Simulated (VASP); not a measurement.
```
CELL_PARAMETERS angstrom
      2.09297     1.20838     3.65733
     -2.09297     1.20838     3.65733
      0.00000    -2.41676     3.65733
ATOMIC_POSITIONS crystal
  Ge 0.76767 0.76767 0.76767
  Te 0.23233 0.23233 0.23233
```

Calculation: r2SCAN meta-GGA, VASP's PBE PAW potentials (set 64) (plane waves; VASP 6.6.1). Numerical set-up: 400 eV cut-off, 9×9×9 Γ-centred mesh, tetrahedra with Blöchl corrections, potentials Ge_d Te.

Unless said otherwise, spin-orbit coupling is left out, though it shifts the bands of the heavy elements here.

Task: Give the energies of bands 7 to 13 at the high-symmetry points, in eV from the valence-band maximum.

Result: 
```json
[
 {"band": "7", "Γ": "-4.86", "T": "-8.79", "H2": "-8.46", "L": "-9.20", "S0": "-8.54", "F": "-7.78"},
 {"band": "8", "Γ": "-1.91", "T": "-1.50", "H2": "-4.84", "L": "-2.05", "S0": "-5.17", "F": "-5.23"},
 {"band": "9", "Γ": "-1.77", "T": "-1.50", "H2": "-4.71", "L": "-1.94", "S0": "-3.16", "F": "-3.56"},
 {"band": "10", "Γ": "-1.77", "T": "-0.14", "H2": "-0.72", "L": "-0.11", "S0": "-2.56", "F": "-3.55"},
 {"band": "11", "Γ": "2.76", "T": "1.04", "H2": "1.55", "L": "0.71", "S0": "3.41", "F": "2.46"},
 {"band": "12", "Γ": "3.46", "T": "1.04", "H2": "5.56", "L": "1.02", "S0": "3.97", "F": "5.62"},
 {"band": "13", "Γ": "3.46", "T": "1.76", "H2": "5.59", "L": "1.38", "S0": "5.33", "F": "6.44"}
]
```

The gap is indirect, 0.72 eV, from the valence maximum at (0.33, 0.22, 0.22) to the conduction minimum at L.

The structure was generated: GeTe was put into the alpha-GeTe type (R3m), which need not be its known phase. It was relaxed first.
